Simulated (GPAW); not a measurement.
# Ge (I4/mmm) in GPAW: convergence with bands over the usual count

Aim: find how far bands over the usual count must go before the results for Ge settle, at PBEsol. This setting moves, with any that are tied to it; all else stays.

All numbers are computed with GPAW 26.7.0; they aren't measurements. Logs are shortened: lines on timing, memory, paths and dates and some standing lists are left out, and cuts for length are marked. The log counts tension as positive stress, the text compression.

### Step 1. The structure

The structure is tetragonal, space group I4/mmm (No. 139). The conventional cell has a = 3.217 Å, b = 3.217 Å, c = 3.746 Å, α = 90.00°, β = 90.00°, γ = 90.00°. Ge (site symmetry 4/mmm) has 12 Ge at 2.95 to 3.22 Å as nearest neighbours.

The cell was built by a generator and needn't be a form met in nature.

### Step 2. With bands over the usual count 0.72

run.py

```python
from ase.dft.bandgap import bandgap
from ase.io import read, write
from ase.units import GPa
from gpaw import GPAW, PW, setup_paths

setup_paths.insert(0, '.')

atoms = read('Ge.xyz')

calc = GPAW(mode=PW(600),
            xc='PBEsol',
            kpts={'size': (12, 12, 12), 'gamma': True},
            occupations={'name': 'fermi-dirac', 'width': 0.05},
            nbands=6,
            convergence={'density': 1e-05, 'energy': 1e-05},
            maxiter=100,
            txt='gpaw.txt')
atoms.calc = calc
energy = atoms.get_potential_energy()
forces = atoms.get_forces()
stress = atoms.get_stress()
calc.write('gs.gpw')
write('result.traj', atoms)
print(f'Energy: {energy:.6f} eV')
print('Forces (eV/A):')
print(forces.round(4))
print('Stress (GPa):', (stress / GPa).round(3))
print('Fermi level:', round(calc.get_fermi_level(), 4), 'eV')
print(f'Gap: {bandgap(calc)[0]:.4f} eV, direct: {bandgap(calc, direct=True)[0]:.4f} eV')
```

Ge.xyz

```xyz
1
Lattice="-1.6084200000 1.6084200000 1.8731800000 1.6084200000 -1.6084200000 1.8731800000 1.6084200000 1.6084200000 -1.8731800000" Properties=species:S:1:pos:R:3 pbc="T T T"
Ge     0.0000000000      0.0000000000      1.8731800000
```

Potentials or basis: PAW data sets generated in the run's folder for this functional, pw.

On the command line:

```bash
$ gpaw-setup -f PBEsol Ge
$ OMP_NUM_THREADS=1 python run.py
```

Wall time 11 s (1 thread of Arm Neoverse V2, shared host); peak memory 0.15 GiB.

What came out:

- Free energy: -4.6514 eV
- Pressure: -3.2 GPa
- Band gap on the k mesh: none (metal or under the smearing width)

### Step 3. With bands over the usual count 0.8

run.py is that of step 2.

Ge.xyz is that of step 2.

Potentials or basis: PAW data sets generated in the run's folder for this functional, pw.

On the command line:

```bash
$ gpaw-setup -f PBEsol Ge
$ OMP_NUM_THREADS=1 python run.py
```

It took 11 s on 1 thread of Arm Neoverse V2, shared host; peak memory 0.15 GiB.

The run converged. Its results:

- Free energy: -4.6514 eV
- Pressure: -3.2 GPa
- Band gap on the k mesh: none (metal or under the smearing width)

### Step 4. With bands over the usual count 0.9

run.py: that of step 3 with these lines changed.

```diff
@@ -13,3 +13,3 @@
             occupations={'name': 'fermi-dirac', 'width': 0.05},
-            nbands=6,
+            nbands=7,
             convergence={'density': 1e-05, 'energy': 1e-05},
```

Ge.xyz is that of step 3.

On the command line:

```bash
$ gpaw-setup -f PBEsol Ge
$ OMP_NUM_THREADS=1 python run.py
```

It took 12 s on 1 thread of Arm Neoverse V2, shared host; peak memory 0.15 GiB.

It converged, with:

- Free energy: -4.6514 eV
- Pressure: -3.2 GPa
- Band gap on the k mesh: none (metal or under the smearing width)

### Step 5. With bands over the usual count 1

run.py: that of step 4 with these lines changed.

```diff
@@ -13,3 +13,3 @@
             occupations={'name': 'fermi-dirac', 'width': 0.05},
-            nbands=7,
+            nbands=8,
             convergence={'density': 1e-05, 'energy': 1e-05},
```

Ge.xyz is that of step 4.

On the command line:

```bash
$ gpaw-setup -f PBEsol Ge
$ OMP_NUM_THREADS=1 python run.py
```

Wall time 14 s (1 thread of Arm Neoverse V2, shared host); peak memory 0.15 GiB.

Results (log left out):

| Quantity | Value |
| --- | --- |
| Free energy | -4.6514 eV |
| Pressure | -3.2 GPa |
| Band gap on the k mesh | none (metal or under the smearing width) |

### Step 6. With bands over the usual count 1.3

run.py: that of step 5 with these lines changed.

```diff
@@ -13,3 +13,3 @@
             occupations={'name': 'fermi-dirac', 'width': 0.05},
-            nbands=8,
+            nbands=10,
             convergence={'density': 1e-05, 'energy': 1e-05},
```

Ge.xyz is that of step 5.

Potentials or basis: PAW data sets generated in the run's folder for this functional, pw.

On the command line:

```bash
$ gpaw-setup -f PBEsol Ge
$ OMP_NUM_THREADS=1 python run.py
```

Run time: 16 s. Hardware: 1 thread of Arm Neoverse V2, shared host; peak memory 0.15 GiB.

The run converged. Its results:

```
Free energy            : -4.6514 eV
Pressure               : -3.2 GPa
Band gap on the k mesh : none (metal or under the smearing width)
```

### Step 7. With bands over the usual count 1.7

run.py: that of step 6 with these lines changed.

```diff
@@ -13,3 +13,3 @@
             occupations={'name': 'fermi-dirac', 'width': 0.05},
-            nbands=10,
+            nbands=13,
             convergence={'density': 1e-05, 'energy': 1e-05},
```

Ge.xyz is that of step 6.

On the command line:

```bash
$ gpaw-setup -f PBEsol Ge
$ OMP_NUM_THREADS=1 python run.py
```

Wall time 20 s (1 thread of Arm Neoverse V2, shared host); peak memory 0.16 GiB.

Results (log left out):

* Free energy: -4.6514 eV
* Pressure: -3.2 GPa
* Band gap on the k mesh: none (metal or under the smearing width)

### Step 8. With bands over the usual count 2.5

run.py: that of step 7 with these lines changed.

```diff
@@ -13,3 +13,3 @@
             occupations={'name': 'fermi-dirac', 'width': 0.05},
-            nbands=13,
+            nbands=19,
             convergence={'density': 1e-05, 'energy': 1e-05},
```

Ge.xyz is that of step 7.

Potentials or basis: PAW data sets generated in the run's folder for this functional, pw.

On the command line:

```bash
$ gpaw-setup -f PBEsol Ge
$ OMP_NUM_THREADS=1 python run.py
```

gpaw.txt:

```text
__  _  _
 | _ |_)|_||  |
 |__||  | ||/\| - 26.7.0

Input parameters:
  mode=PW(ecut=600.0),
  convergence={'density': 1e-05, 'energy': 1e-05},
  kpts=MonkhorstPack(size=(12, 12, 12), gamma=True),
  maxiter=100,
  nbands=19,
  occupations=Occupations(name='fermi-dirac', width=0.05),
  xc=XC(name='PBEsol')

Diagonalizing LCAO Hamiltonian
Converting LCAO to pw mode

       Ge

Atoms  # Å, Bohr magnetons
|   | symbol |        x |        y |        z |    initial magnetic moments |
|---|--------|----------|----------|----------|-----------------------------|
| 0 |     Ge | 0.000000 | 0.000000 | 1.873180 | ( 0.0000,  0.0000,  0.0000) |

Unit cell  # Å
| periodic |         x |         y |         z |  lengths |     angles |
|----------|-----------|-----------|-----------|----------|------------|
|      yes | -1.608420 |  1.608420 |  1.873180 | 2.946665 | 113.835249 |
|      yes |  1.608420 | -1.608420 |  1.873180 | 2.946665 | 113.835249 |
|      yes |  1.608420 |  1.608420 | -1.873180 | 2.946665 | 101.056901 |

Number of symmetries: 16
Symmetry operations  # r_c * U_cc + t_c -> r_c
|    | kind |            matrix            |
|----|------|------------------------------|
|  0 |  σ   |  1, 1, 1,  0, 0,-1,  0,-1, 0 |
|  1 |  C4  |  1, 1, 1,  0, 0,-1, -1, 0, 0 |
|  2 |  E   |  1, 0, 0,  0, 1, 0,  0, 0, 1 |
|  3 |  σ   |  1, 0, 0,  0, 1, 0, -1,-1,-1 |
|  4 |  σ   |  0, 1, 0,  1, 0, 0,  0, 0, 1 |
|  5 |  C2  |  0, 1, 0,  1, 0, 0, -1,-1,-1 |
|  6 |  C2  |  0, 0, 1, -1,-1,-1,  1, 0, 0 |
|  7 |  S4  |  0, 0, 1, -1,-1,-1,  0, 1, 0 |
|  8 |  C4  |  0, 0,-1,  1, 1, 1,  0,-1, 0 |
|  9 |  σ   |  0, 0,-1,  1, 1, 1, -1, 0, 0 |
| 10 |  σ   |  0,-1, 0, -1, 0, 0,  1, 1, 1 |
| 11 |  C2  |  0,-1, 0, -1, 0, 0,  0, 0,-1 |
| 12 |  C2  | -1, 0, 0,  0,-1, 0,  1, 1, 1 |
| 13 |  i   | -1, 0, 0,  0,-1, 0,  0, 0,-1 |
| 14 |  S4  | -1,-1,-1,  0, 0, 1,  1, 0, 0 |
| 15 |  C2  | -1,-1,-1,  0, 0, 1,  0, 1, 0 |

BZ-sampling:
  Number of BZ points: 1728
  Number of IBZ points: 163

  Monkhorst-Pack size: [12, 12, 12]
  Monkhorst-Pack shift: [0.041666666666666664, 0.041666666666666664, 0.041666666666666664]

K-points  # in reciprocal-cell coordinates
|     |                                coordinates |     weight |
|-----|--------------------------------------------|------------|
|   0 | ( -0.00000000,  -0.00000000,  -0.00000000) | 0.00057870 |
|   1 | (  0.08333333,  -0.08333333,  -0.00000000) | 0.00231481 |
|   2 | (  0.08333333,  -0.08333333,   0.08333333) | 0.00231481 |
|   3 | (  0.08333333,  -0.00000000,  -0.00000000) | 0.00462963 |
|   4 | (  0.08333333,   0.08333333,  -0.08333333) | 0.00115741 |
|   5 | (  0.16666667,  -0.16666667,  -0.00000000) | 0.00231481 |
|   6 | (  0.16666667,  -0.16666667,   0.08333333) | 0.00462963 |
|   7 | (  0.16666667,  -0.16666667,   0.16666667) | 0.00231481 |
|   8 | (  0.16666667,  -0.08333333,  -0.00000000) | 0.00925926 |
|   9 | (  0.16666667,  -0.08333333,   0.08333333) | 0.00462963 |
| ... |                                            |            |
| 162 | (  0.50000000,   0.50000000,   0.50000000) | 0.00057870 |

Plane wave coefficients: 684
Cutoff: 600.0 eV

Spin-components: 1 (collinear spins)
Bands:           19
Projectors:      5
Spin-degeneracy: 2
Datatype:        complex128

Parallelization:
  kpt:    1
  domain: 1
  band:   1

Density:
  Valence electrons: 4.0
  Components: 1
  Grid points: [18 18 18]
  Charge: 0.0  # |e|

Potential:
  Grid points: [18 18 18]

species:
  Ge:
    name:    Germanium
    Z:       32.0
    valence: 4
    core:    28
    charge:  0.0  # [|e|]
    compensation charges:
      type: gauss
      rc: 0.32  # [Å]
      lmax: 2
    cutoffs:
      filter: 1.77  # [Å]
      core: 3.42  # [Å]
    projectors
    | kind |    occ | energy [eV] | rcut [Å] |
    |------|--------|-------------|----------|
    |   4s |  2.000 |     -11.738 |    1.005 |
    |   4p |  2.000 |      -3.898 |    1.005 |
    |    s |        |      15.473 |    1.005 |
    |    p |        |      23.314 |    1.005 |
    |    d |        |       0.000 |    1.005 |

    Using partial waves for Ge as LCAO basis

Reference energy: -57055.759938  # eV

eigensolver:
  PPCG
  Converge bands: occupied
  niter=2

density mixing:
  MSR1-Mixer
  Pratt-step length: 0.05
  Maximum mixing coefficient: 0.75
  Old densities: 10
  SVD Regularization: 0.005
  Good broyden scale: 1.0
  Trust region scale: 1.0
  Backstep threshold: 4.0
  History deletion threshold: 6.0
  Fourier metric: weight=20.0, sigma=0.015

occupation numbers:
  Fermi-Dirac:
    width: 0.0500  # eV

poisson solver:
  ecut: 4800.0  # eV

xc functional:
  name: PBEsol with 2 nearest neighbor stencil

convergence criteria:
- Maximum integral of absolute [dens]ity change: 1e-05 electrons / valence electron
- Maximum [total energy] change in last 3 cyles: 1e-05 eV / valence electron
- Maximum integral of absolute [eigenst]ate change: 4e-08 eV^2 / valence electron
maximum number of iterations: 100

SCF iterations
|iter     | |      energy | eigst |  dens |
|---------|-|-------------|-------|-------|
|iter:   1| |   -4.663724 | -0.74 |       |
|iter:   2| |   -4.662280 | -3.53 | -1.28 |
|iter:   3| |   -4.650116 | -4.20 | -1.31 |
|iter:   4| |   -4.649428 | -4.86 | -1.93 |
|iter:   5| |   -4.649419 | -5.88 | -2.93 |
|iter:   6| |   -4.649419c| -6.95 | -3.51 |
|iter:   7| |   -4.649419c| -8.91c| -4.63 |
|iter:   8| |   -4.649419c| -9.82c| -5.08c|

Converged in 8 steps
Energy contributions relative to reference atoms: (reference = -57055.759938)

Energy contributions:
  Kinetic:           5.838607
  Coulomb:          -5.473465
  Zero:             -0.005628
  External:          0.000000
  Xc:               -5.006916
  Entropy:          -0.004033
  Spinorbit:         0.000000
  ----------------------------
  Free energy:      -4.651435
  Extrapolated:     -4.649419

dipole moment: (-5.278208, -5.278208, 6.147164)  # |e|*Ang

Fermi level: 7.603
Eigenvalues  # (at kpt = [-0.000, -0.000, -0.000])
| band index |      eig [eV] | occ [0-2] |
|------------|---------------|-----------|
|          0 |        -5.426 |     2.000 |
|          1 |        16.127 |     0.000 |
|          2 |        16.422 |     0.000 |
|          3 |        16.422 |     0.000 |
|          4 |        21.065 |     0.000 |
|          5 |        21.065 |     0.000 |
|          6 |        22.409 |     0.000 |
|          7 |        23.243 |     0.000 |
|          8 |        24.053 |     0.000 |
|        ... |               |           |
|         18 |        51.881 |     0.000 |

No gap
No difference between direct/indirect transitions

Forces  # eV/Ang
|        x |        y |        z |
|----------|----------|----------|
| -0.00000 | -0.00000 | -0.00000 |  # Ge   0

Stress tensor  # eV/Ang^3
|         x |        y |         z |
|-----------|----------|-----------|
|  0.021231 | 0.000000 | -0.000000 |
|  0.000000 | 0.021231 |  0.000000 |
| -0.000000 | 0.000000 |  0.016937 |

# Writing to gs.gpw (mode='')
```

Wall time 28 s (1 thread of Arm Neoverse V2, shared host); peak memory 0.17 GiB.

What came out:

```yaml
Free_energy: -4.6514 eV
Pressure: -3.2 GPa
Band_gap_on_the_k_mesh: none (metal or under the smearing width)
```

### Step 9. Result

```csv
bands over the usual count,"energy less the tightest run, at zero smearing (meV/atom)",SCF cycles,CPU time (s),peak memory (GiB)
0.72,0.00,8,11,0.15
0.8,0.00,8,11,0.15
0.9,0.00,8,12,0.15
1,0.00,8,14,0.15
1.3,0.00,8,16,0.15
1.7,0.00,8,20,0.16
2.5,0.00,8,28,0.17
```

Against the tightest run, the energy stays within 1 meV/atom from 0.72 on. The tightest run that finished is the yardstick and may itself not be fully converged.
